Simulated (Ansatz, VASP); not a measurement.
## One calculation of Zr, two programs

```
Zr
1.0
    -3.71515    3.71515    3.71515
     3.71515   -3.71515    3.71515
     3.71515    3.71515   -3.71515
Zr
8
Direct
  0.25000 0.25000 0.25000
  0.50000 0.00000 0.25000
  0.25000 0.50000 0.00000
  0.00000 0.25000 0.50000
  0.75000 0.75000 0.75000
  0.50000 0.00000 0.75000
  0.75000 0.50000 0.00000
  0.00000 0.75000 0.50000
```

Alike in both runs: functional PBE; k mesh 8 × 8 × 8; occupations gaussian, width 0.1 eV; no spin polarisation.

Ansatz relaxed the structure, and its values are those at the end. VASP's run is a single point on that final structure, the one shown.

```csv
,VASP,Ansatz
version,VASP 6.6.1,Ansatz 0.2.0
potentials or method,"VASP PAW PBE potentials, release 64 (Zr_sv)","scalar-relativistic, plane waves, PAW"
plane-wave cutoff (eV),520,420
valence electrons in the cell,96,96
```

Ansatz gave:

```
gap on the k mesh at the Fermi level (eV) : none
pressure (GPa)                            : 0.0
```

Q: What did VASP give for the same quantities?

A: gap on the k mesh at the Fermi level (eV): none; pressure (GPa): 0.2.

A gap of «none» marks a metal or a gap that the smearing closes. The functional is the same, so the differences come from potentials, cutoffs and numerics.
